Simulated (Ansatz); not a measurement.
A strain series on AgCl (CsCl type): uniaxial along [111], other directions held

AgCl, CsCl type, relaxed with r2SCAN in the plane-wave code Ansatz, then strained (uniaxial along [111], other directions held; changes of length per length, axes as in the cell below) with the atoms relaxed again within the symmetry that is left. Space group Pm-3m (No. 221), cubic; conventional cell a = 3.396 Å, 19.58 Å³ an atom. Ag is surrounded by 8 Cl at 2.94 Å; Cl is surrounded by 8 Ag at 2.94 Å. (Calculated; spin-unpolarised; the phase may be known or hypothetical.)

```
Ag Cl
1.0
     3.39559    0.00000    0.00000
     0.00000    3.39559    0.00000
     0.00000    0.00000    3.39559
Ag Cl
1 1
Cartesian
  0.0000 0.0000 0.0000
  1.6978 1.6978 1.6978
```

Gaps are the least over each mesh (PBE 8×8×8, r2SCAN 8×8×8, HSE06 6×6×6 when unstrained) and the special points, which keep their unstrained names; stress is the change from the unstrained cell, compression positive.

```tsv
strain (%)	gap, PBE (eV)	gap, r2SCAN (eV)	gap, HSE06 (eV)	edges, HSE06	stress along the strain, r2SCAN (GPa)	energy rise, r2SCAN (meV/atom)
-0.34	0.579	1.222	2.004	X → Γ	+0.15	0.0
-0.32	0.579	1.222	2.005	X → Γ	+0.14	0.0
0.0	0.585	1.227	2.010	X → Γ	0.00	0.0
+0.86	0.564	1.203	1.988	X → Γ	-0.35	0.2
+4.47	0.501	1.126	1.918	X → Γ	-1.48	4.6
```

Question: Estimate the row for a strain of +0.35 %.

Answer:
```tsv
strain (%)	gap, PBE (eV)	gap, r2SCAN (eV)	gap, HSE06 (eV)	edges, HSE06	stress along the strain, r2SCAN (GPa)	energy rise, r2SCAN (meV/atom)
+0.35	0.576	1.217	2.001	X → Γ	-0.15	0.0
```

Between zero and the nearest strains the slope of the HSE06 gap against strain is +0.017 eV per percent for negative and -0.027 for positive strain; it falls either way, as happens when edge states split or other valleys take over.

Spin-orbit coupling is left out.

The meshes of the hybrids are coarse, so their gaps aren't converged to the digits shown.
